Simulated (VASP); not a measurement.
Crystal: GaN.

```xyz
2
Lattice="0.0000 2.2500 2.2500 2.2500 0.0000 2.2500 2.2500 2.2500 0.0000" Properties=species:S:1:pos:R:3 pbc="T T T"
Ga    0.0000    0.0000    0.0000
N     1.1250    1.1250    1.1250
```

The cell was built by a generator and needn't be a form met in nature.

Base run:

- Program: VASP 6.6.1
- Functional: TB-mBJ
- Potentials or basis: VASP PAW PBE potentials, release 64 (Ga_d, N)
- Cutoff: 520 eV
- k mesh: 8 × 8 × 8
- Occupations: fermi-dirac, width 0.05 eV
- Spin: no spin polarisation

Its results: band gap on the k mesh 2.89 eV, direct.

Question: After a change of settings the same cell gave: band gap on the k mesh 1.78 eV, direct. Which change was it?
A. functional from TB-mBJ to SCAN
B. functional from TB-mBJ to r2SCAN
C. functional from TB-mBJ to LDA; potentials or basis from VASP PAW PBE potentials, release 64 (Ga_d, N) to VASP PAW LDA potentials, release 64 (Ga_d, N)

Answer: C.

Not every run made on this cell is shown here.
